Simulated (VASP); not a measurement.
# BeTe: band structure with PBE0

BeTe:

```xyz
2
Lattice="0.0000 2.7700 2.7700 2.7700 0.0000 2.7700 2.7700 2.7700 0.0000" Properties=species:S:1:pos:R:3 pbc="T T T"
Te    4.1550    4.1550    4.1550
Be    0.0000    0.0000    0.0000
```

```
Program                            : VASP 6.6.1
Task                               : band structure
Functional                         : PBE0
Potentials or basis                : VASP PAW PBE potentials, release 64 (Te, Be)
Cutoff                             : 520 eV
k mesh                             : 6 × 6 × 6
Occupations                        : gaussian, width 0.02 eV
Spin                               : no spin polarisation
Ladder                             : free
Grid for exact exchange (PRECFOCK) : Fast
Exchange at q = 0                  : truncated
Further INCAR settings             : ALGO = Normal; EDIFF = 1e-06; NBANDS = 11
```

```json
{"Pressure": "3.1 GPa", "Band gap on the k mesh": "3.16 eV, indirect (least direct gap 5.10 eV)", "Band gap along the path": "3.16 eV, indirect (least direct gap 5.10 eV)"}
```

Levels at the corners of the path, in eV from the valence-band top:
```tsv
point	band 2	band 3	band 4	band 5	band 6	band 7
Γ	0.00	0.00	0.00	5.10	5.10	5.10
X	-6.05	-3.14	-3.14	3.16	3.97	12.15
X	-6.05	-3.14	-3.14	3.16	3.97	12.15
W	-5.41	-4.39	-3.80	6.81	7.12	7.38
W	-5.41	-4.39	-3.80	6.81	7.12	7.38
K	-5.63	-4.60	-2.65	4.00	6.90	9.99
K	-5.63	-4.60	-2.65	4.00	6.90	9.99
Γ	0.00	0.00	0.00	5.10	5.10	5.10
Γ	0.00	0.00	0.00	5.10	5.10	5.10
L	-6.56	-1.34	-1.34	4.64	6.13	6.13
L	-6.56	-1.34	-1.34	4.64	6.13	6.13
U	-5.63	-4.60	-2.65	4.00	6.90	9.99
U	-5.63	-4.60	-2.65	4.00	6.90	9.99
W	-5.41	-4.39	-3.80	6.81	7.12	7.38
W	-5.41	-4.39	-3.80	6.81	7.12	7.38
L	-6.56	-1.34	-1.34	4.64	6.13	6.13
L	-6.56	-1.34	-1.34	4.64	6.13	6.13
K	-5.63	-4.60	-2.65	4.00	6.90	9.99
U	-5.63	-4.60	-2.65	4.00	6.90	9.99
X	-6.05	-3.14	-3.14	3.16	3.97	12.15
```

Wall time 14 min on 4 MPI ranks on Intel(R) Xeon(R) Platinum 8488C (Sapphire Rapids), with other jobs on the host, peak memory 0.24 GiB a rank.

Caveat: the PAW data sets were made with another functional, which shifts forces and pressure a little; spin-orbit coupling is left out, which moves the levels of the heavy elements.
